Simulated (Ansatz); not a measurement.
# BaTiO3 (Pm-3m) in Ansatz: a series of runs, part 2 of 2

Ansatz 0.2.0.

### Step 4. Relaxation of cell and atoms, PBEsol, target pressure 5 GPa, at which the enthalpy is minimised

input.yaml reads:

```yaml
crystal:
  lattice:
    - [4.006, 0.0, 0.0]
    - [0.0, 4.006, 0.0]
    - [0.0, 0.0, 4.006]
  atoms:
    - { symbol: Ba, position: [0.5, 0.5, 0.5] }
    - { symbol: Ti, position: [0.0, 0.0, 0.0] }
    - { symbol: O, position: [0.0, 0.0, 0.5] }
    - { symbol: O, position: [0.0, 0.5, 0.0] }
    - { symbol: O, position: [0.5, 0.0, 0.0] }
hamiltonian:
  xc: pbesol
  pseudopotentials: { kind: paw }
kpoints:
  mp_grid: { grid: [5, 5, 5] }
scf:
  occupations: { method: fermi_dirac, width: 0.05 }
output:
  forces: true
  stress: true
  eigenvalues: true
relax:
  f_tol: 0.01
  max_steps: 40
  cell: { stress_tol: 0.05, p_target: 5.0 }
```

Potentials or basis: Ansatz PAW.

On the command line:

```console
$ ansatz run input.yaml --threads 2 --pin off --max-ram 5632MiB --backend cpu --events-out ev --progress --plain --runs-dir out
```

The program printed:

```text
Warning: RAYON_NUM_THREADS=2 ignored (pool sized by the plan → 2); use --threads N
Engine: ansatz 0.2.0, aarch64-unknown-linux-gnu
Pseudopotentials: kind: paw
Pseudopotential: Ba, paw, valence charge 10, recommended cutoff 420 eV (normal), Ba.paw.azcp
Pseudopotential: Ti, paw, valence charge 12, recommended cutoff 420 eV (normal), Ti.paw.azcp
Pseudopotential: O, paw, valence charge 6, recommended cutoff 420 eV (normal), O.paw.azcp
Functional definition: PBEsol
  exchange = pbesol_x
  correlation = pbesol_c
Crystal: 5 atoms, lattice volume = 64.288 Å³
Basis set: ecut = 420 eV, 1237 PW (Γ), exchange–correlation on 54×54×54 points (8 copies of the dense FFT grid, shifted against one another)
Bands: 25, of which v1, the nominal top of the filled ones, is band 20 counted from 1 (19 counted from 0)
Symmetry: 48 space group operations
Space group: Pm-3m (ITA 221), of the structure as read, at distance tolerance 4.0e-5 Å
k-points: 10 of 125
Non-local potential: Ba, projectors of the file, l = 0: 3, l = 1: 2, l = 2: 2, l = 3: 2
Non-local potential: Ti, projectors of the file, l = 0: 3, l = 1: 2, l = 2: 3, l = 3: 1
Non-local potential: O, projectors of the file, l = 0: 2, l = 1: 2, l = 2: 1
PAW form: soft (Blöchl's): semilocal exchange-correlation on the pseudo side does not see the compensation charge
PAW frozen core: Ba, regenerated for the run's functional, and the local potential with it (the file was generated under x = pbe(κ = 0.804, μ = 0.2195149727645171), c = pbe(β = 0.06672455060314922))
PAW frozen core: Ti, regenerated for the run's functional, and the local potential with it (the file was generated under x = pbe(κ = 0.804, μ = 0.2195149727645171), c = pbe(β = 0.06672455060314922))
PAW frozen core: O, regenerated for the run's functional, and the local potential with it (the file was generated under x = pbe(κ = 0.804, μ = 0.2195149727645171), c = pbe(β = 0.06672455060314922))
PAW one-centre angular grid: Ba, 194 points (default); XC on 64 Gauss nodes
PAW one-centre angular grid: Ti, 590 points (default); XC on 64 Gauss nodes
PAW one-centre angular grid: O, 110 points (default); XC on 64 Gauss nodes
Initial density: superposition of atomic densities (neutral atoms: chi_scale 0, normalization atom), corrected by the library's trained network
Initial wavefunctions: pseudopotential atomic-orbital guess
Functional: x = pbesol(κ = 0.804, μ = 0.12345679012345678), c = pbesol(β = 0.046)
SCF iter   1: F=—  HF=-10027.467682 eV  |F-HF|=—  |Δ(HF+E_count)|=         —  Δρ=1.69e-2  dr2=1.59e-1  ethr=1.77e-3  ⟨swp⟩=6.0  Hψ=1227  notcnv=0
preconditioner: auto → Resta (q_TF=auto, 2.521 Å⁻¹)  ε∞=6.0  [insulator: Δε(μ)=1.678 eV  Ē_g=11.766 eV  σ=0.050 eV  W_gap=1.00  n_scr=18 (ndim 8)  ℏωp=26.2 eV  f_vac=0.000  D(μ)=0.00/eV (n_scr^D=0)  ε∞_Penn≈6.0]
[... 99 lines left out ...]
--- Per-component energies (eV) ---
  E_band       = -113.900533
  E_kinetic    = 972.477841
  E_local      = -2028.886030  (includes V_loc(G=0)·N_el)
  E_nonlocal   = 207.211940
  E_hartree    = 795.259706
  E_xc         = -487.693491
  E_vxc        = -545.032455  (∫ρ·V_xc dr)
  E_paw        = -6617.299152  (= ΣΔE_a)
  E_vpaw       = -310.198678  (= ΣTr[D̂ρ^β])
  E_aug_tail   = 0.007435  (compensation charges beyond the density's cutoff)
  E_ewald      = -2868.910028
  E_core_change = 0.396681  (= ΣΔE_core)
  E_smearing   = -0.000000  (= −TS)
  E_closure    = 0.000000  (closes the sum)
  Σ components = -10027.435097   (vs F -10027.435097, Δ=0.00e0)
--- Forces (eV/Å), atoms counted from 1 ---
  atom   1  Ba     0.00000000    -0.00000000     0.00000000
  atom   2  Ti     0.00000000     0.00000000     0.00000000
  atom   3  O     -0.00000000    -0.00000000     0.00000000
  atom   4  O     -0.00000000    -0.00000000     0.00000000
  atom   5  O      0.00000000     0.00000000    -0.00000000
  max |Σ_I F_I| component: 2.92e-29 eV/Å
--- Stress (GPa, compression-positive) ---
        4.995143      -0.000000      -0.000000
       -0.000000       4.995143      -0.000000
       -0.000000      -0.000000       4.995143
  P = ⅓ Tr σ = 4.9951 GPa (49.951 kbar)
--- Band table (eV; the first three rows and the last of 10) ---
  k-point 0: bands = ["-45.1642", "-21.5339", "-21.5339", "-21.5339", "-13.5715", "-5.9746", "-5.3157", "-5.3157", "1.2149", "1.2149", "1.2149", "8.6546", "8.6546", "8.6546", "9.6757", "9.6757", "9.6757", "10.8470", "10.8470", "10.8470", "12.7562", "12.7562", "12.7562", "15.2546", "15.2546"]
  k-point 1: bands = ["-45.1638", "-21.5578", "-21.5329", "-21.5329", "-13.5156", "-6.0462", "-5.3020", "-5.2391", "1.2854", "1.2854", "1.4046", "7.9838", "8.4999", "8.4999", "9.3055", "9.3055", "9.3488", "9.9744", "10.5809", "10.5809", "12.8069", "13.5221", "13.5221", "15.2613", "16.2062"]
  k-point 2: bands = ["-45.1631", "-21.5960", "-21.5313", "-21.5313", "-13.4220", "-6.2778", "-5.2797", "-4.9616", "1.4064", "1.4064", "1.7066", "6.9384", "8.1039", "8.1039", "8.9021", "9.0288", "9.0288", "9.0375", "10.2691", "10.2691", "12.8923", "14.5265", "14.5265", "15.2663", "17.2581"]
  k-point 9: bands = ["-45.1610", "-21.5885", "-21.5881", "-21.5881", "-13.2450", "-5.2127", "-5.0433", "-5.0433", "0.4935", "0.4935", "0.7418", "6.5413", "7.0646", "7.0646", "8.1687", "8.5372", "8.5372", "10.6250", "10.6250", "10.7617", "15.2322", "15.2322", "15.2391", "18.3094", "18.3094"]
--- Relaxed structure (5 steps of the walk, 5 accepted, 2 SCFs on fresh bases) ---
  F+E_penalty+E_count = -10027.43509686 eV   max|allowed force component| = 1.730e-29 eV/Å   (the final SCF, on the basis selected at the relaxed cell)
  cell:  # Å, volume = 60.9527 Å³
    - [3.935479029282819, 2.2469182684517753e-34, -1.0271626370065257e-33]
    - [-8.024708101613482e-34, 3.935479029282819, 1.2839532962581572e-34]
    - [-7.703719777548943e-34, 1.2839532962581572e-34, 3.935479029282819]
  atoms:
    - { symbol: Ba, position: [0.49999999999999994, 0.49999999999999994, 0.49999999999999994] }
    - { symbol: Ti, position: [-1.602537813602193e-35, 7.211420161208424e-36, -1.4022205869018242e-36] }
    - { symbol: O, position: [-4.0063445340035746e-36, -4.807613440805995e-36, 0.49999999999999994] }
    - { symbol: O, position: [5.2386188317807035e-48, 0.49999999999999994, -1.4022205869021673e-36] }
    - { symbol: O, position: [0.49999999999999994, -5.809199574312992e-36, -1.4022205869023651e-36] }
```

Run time: 6.8 s. Hardware: 2 threads of Arm Neoverse V1, shared host; peak memory 0.34 GiB.

What came out:

| Item | Value |
| --- | --- |
| Free energy | -10027.4351 eV |
| Relaxed volume | 12.19 Å³/atom |
| Relaxed cell | a = 3.935 Å, b = 3.935 Å, c = 3.935 Å, α = 90.00°, β = 90.00°, γ = 90.00° |
| Space group after relaxing (to 0.05 Å) | Pm-3m (No. 221) |
| Energy change on relaxing (the enthalpy is what falls) | -0.3 meV/atom |
| Ionic steps | 7 |
| Pressure after relaxing | 5.0 GPa |
| Band gap on the k mesh | 1.91 eV, direct |

Step by step:
| step | energy change (eV) | largest force (eV/Å) | volume (Å³) |
| --- | --- | --- | --- |
| 1 | 0.0000 | 0.0000 | 64.29 |
| 2 | 0.0041 | 0.0000 | 60.52 |
| 3 | -0.0140 | 0.0000 | 61.08 |
| 4 | -0.0128 | 0.0000 | 61.04 |
| 5 | -0.0040 | 0.0000 | 61.04 |
| 6 | -0.0018 | 0.0000 | 60.95 |
| 7 | -0.0014 | 0.0000 | 60.95 |

Final structure:
```cif
data_structure
_symmetry_space_group_name_H-M 'P 1'
_symmetry_Int_Tables_number 1
_cell_length_a 3.9355
_cell_length_b 3.9355
_cell_length_c 3.9355
_cell_angle_alpha 90.000
_cell_angle_beta 90.000
_cell_angle_gamma 90.000
_cell_volume 60.95
loop_
_atom_site_label
_atom_site_type_symbol
_atom_site_fract_x
_atom_site_fract_y
_atom_site_fract_z
_atom_site_occupancy
Ba1 Ba 0.50000 0.50000 0.50000 1
Ti1 Ti 0.00000 0.00000 0.00000 1
O1 O 0.00000 0.00000 0.50000 1
O2 O 0.00000 0.50000 0.00000 1
O3 O 0.50000 0.00000 0.00000 1
```

Caveat: odd divisions of the mesh miss points on the zone boundary, where band edges often lie, so the gap on the mesh can be too wide; the plane-wave basis is chosen anew once the cell has moved, so the energies of steps on either side of that aren't comparable; the pressure holds a Pulay correction of +0.6 GPa for the finite cutoff; spin-orbit coupling is left out, which moves the levels of the heavy elements; the PAW data sets come from PBE, with cores solved anew for the run's functional, which leaves a small shift of forces and pressure. A k mesh can miss the band edges.

### Step 5. Relaxation of cell and atoms, PBEsol, target pressure 10 GPa, at which the enthalpy is minimised

Changes to input.yaml since step 4:

```diff
@@ -25,2 +25,2 @@
   max_steps: 40
-  cell: { stress_tol: 0.05, p_target: 5.0 }
+  cell: { stress_tol: 0.05, p_target: 10.0 }
```

On the command line:

```console
$ ansatz run input.yaml --threads 2 --pin off --max-ram 5632MiB --backend cpu --events-out ev --progress --plain --runs-dir out
```

It took 6.8 s on 2 threads of Arm Neoverse V1, shared host; peak memory 0.34 GiB.

The run converged. Its results:

| Property | Result |
| --- | --- |
| Free energy | -10027.3691 eV |
| Relaxed volume | 11.91 Å³/atom |
| Relaxed cell | a = 3.905 Å, b = 3.905 Å, c = 3.905 Å, α = 90.00°, β = 90.00°, γ = 90.00° |
| Space group after relaxing (to 0.05 Å) | Pm-3m (No. 221) |
| Energy change on relaxing (the enthalpy is what falls) | +12.9 meV/atom |
| Ionic steps | 7 |
| Pressure after relaxing | 10.0 GPa |
| Band gap on the k mesh | 1.92 eV, direct |

Step by step:
| step | energy change (eV) | largest force (eV/Å) | volume (Å³) |
| --- | --- | --- | --- |
| 1 | 0.0000 | 0.0000 | 64.29 |
| 2 | 0.1189 | 0.0000 | 58.62 |
| 3 | 0.0396 | 0.0000 | 59.76 |
| 4 | 0.0464 | 0.0000 | 59.64 |
| 5 | 0.0583 | 0.0000 | 59.64 |
| 6 | 0.0643 | 0.0000 | 59.54 |
| 7 | 0.0646 | 0.0000 | 59.54 |

Final structure:
```
CELL_PARAMETERS angstrom
3.90479 0.00000 0.00000
0.00000 3.90479 0.00000
0.00000 0.00000 3.90479
ATOMIC_POSITIONS crystal
Ba 0.50000 0.50000 0.50000
Ti 0.00000 0.00000 0.00000
O 0.00000 0.00000 0.50000
O 0.00000 0.50000 0.00000
O 0.50000 0.00000 0.00000
```

Levels at points of the mesh, in eV from the valence-band top:
```tsv
k point	band 16	band 17	band 18	band 19	band 20	band 21	band 22	band 23	band 24	band 25
(0.00, 0.00, 0.00)	-1.25	-1.25	0.00	0.00	0.00	1.92	1.92	1.92	4.55	4.55
```

Caveat: odd divisions of the mesh miss points on the zone boundary, where band edges often lie, so the gap on the mesh can be too wide; the plane-wave basis is chosen anew once the cell has moved, so the energies of steps on either side of that aren't comparable; the pressure holds a Pulay correction of +0.6 GPa for the finite cutoff; spin-orbit coupling is left out, which moves the levels of the heavy elements; the PAW data sets come from PBE, with cores solved anew for the run's functional, which leaves a small shift of forces and pressure. Expect the measured gap to be larger: semilocal functionals such as PBEsol lack the derivative discontinuity.

### Step 6. The runs side by side

```csv
cell,target pressure (GPa),gap on the mesh (eV),pressure (GPa)
relaxed,-,1.89,0.0
relaxed to 2 GPa,2,1.90,2.0
relaxed to 5 GPa,5,1.91,5.0
relaxed to 10 GPa,10,1.92,10.0
```

Alike in all rows: task relaxation of cell and atoms; level PBEsol; potentials or basis Ansatz PAW; no spin polarisation; k mesh 5 × 5 × 5; cutoff (eV) 420; smearing fermi-dirac 0.05 eV.

Caveats: odd divisions of the mesh miss points on the zone boundary, where band edges often lie, so the gap on the mesh can be too wide; the plane-wave basis is chosen anew once the cell has moved, so the energies of steps on either side of that aren't comparable; spin-orbit coupling is left out, which moves the levels of the heavy elements; the PAW data sets come from PBE, with cores solved anew for the run's functional, which leaves a small shift of forces and pressure.

Absolute energies hang on the potentials; compare differences alone.
